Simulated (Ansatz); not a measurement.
# Ga2O3: the cost of one run

Program: Ansatz 0.2.0. PAW datasets, plane waves, zero pressure. No spin polarisation and no zero-point or thermal motion.

### 1 The cell

This is the cell as the run starts from it, not yet at rest; its lengths are not the crystal's.

Space group R-3c (No. 167), trigonal; a = 4.982 Å, c = 13.433 Å in the conventional setting, 9.63 Å³ an atom. Around Ga lie 6 O at 1.92–2.08 Å; around O lie 4 Ga at 1.92–2.08 Å.

The structure in full:

Space group R-3c:H (No. 167). a = 4.982 Å, b = 4.982 Å, c = 13.433 Å, α = 90.00°, β = 90.00°, γ = 120.00°
```json
{"atom": "Ga", "site": "12c", "symmetry": "3.", "x": "0.3333", "y": "0.6667", "z": "0.0221"}
{"atom": "O", "site": "18e", "symmetry": ".2", "x": "0.3049", "y": "0.0000", "z": "0.2500"}
```

### 2 PBE: cell and atoms

The input, input.yaml:

```yaml
crystal:
  lattice:
    - [2.49125, 1.4383238581, 4.4776666667]
    - [-2.49125, 1.4383238581, 4.4776666667]
    - [0.0, -2.8766477162, 4.4776666667]
  atoms:
    - { symbol: Ga, position: [0.3554, 0.3554, 0.3554] }
    - { symbol: Ga, position: [0.1446, 0.1446, 0.1446] }
    - { symbol: Ga, position: [0.6446, 0.6446, 0.6446] }
    - { symbol: Ga, position: [0.8554, 0.8554, 0.8554] }
    - { symbol: O, position: [0.5549, 0.9451, 0.25] }
    - { symbol: O, position: [0.25, 0.5549, 0.9451] }
    - { symbol: O, position: [0.9451, 0.25, 0.5549] }
    - { symbol: O, position: [0.4451, 0.0549, 0.75] }
    - { symbol: O, position: [0.75, 0.4451, 0.0549] }
    - { symbol: O, position: [0.0549, 0.75, 0.4451] }
kpoints:
  mp_grid: { grid: [6, 6, 6] }
hamiltonian:
  xc: pbe
scf:
  occupations: { method: fermi_dirac, width: 0.02 }
relax:
  f_tol: 0.005
  cell: {}
```

Started as:

```console
$ ansatz run input.yaml --threads 4 --pin off --max-ram 9216MiB --backend cpu --events-out ev --progress --plain --runs-dir out
```

**Question.** How long does this run take on 4 threads of Arm Neoverse V1, shared host, and how much memory does it need?

About 22 s, with a peak of 0.54 GiB.
